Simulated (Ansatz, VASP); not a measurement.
C: VASP beside Ansatz

```xyz
4
Lattice="2.4650 0.0000 0.0000 -1.2325 2.1347 0.0000 0.0000 0.0000 6.7405" Properties=species:S:1:pos:R:3 pbc="T T T"
C     0.0000    0.0000    0.0169
C     0.0000    0.0000    3.3871
C     0.0000    1.4231    0.0169
C     1.2325    0.7116    3.3871
```

Alike in both runs: functional PBE; dispersion D3(BJ); k mesh 21 × 21 × 6; occupations gaussian, width 0.1 eV; no spin polarisation.

Ansatz relaxed the structure, and its values are those at the end. VASP's run is a single point on that final structure, the one shown.

|  | VASP | Ansatz |
| --- | --- | --- |
| version | VASP 6.6.1 | Ansatz 0.2.0 |
| potentials or method | VASP PAW PBE potentials, release 64 (C) | scalar-relativistic, plane waves, PAW |
| plane-wave cutoff (eV) | 520 | 420 |
| valence electrons in the cell | 16 | 16 |

Ansatz gave:

```
gap on the k mesh at the Fermi level (eV) : none
pressure (GPa)                            : 0.0
```

Task: What did VASP give for the same quantities?

Result: gap on the k mesh at the Fermi level (eV): none; pressure (GPa): 0.4.

A gap of «none» marks a metal or a gap that the smearing closes.
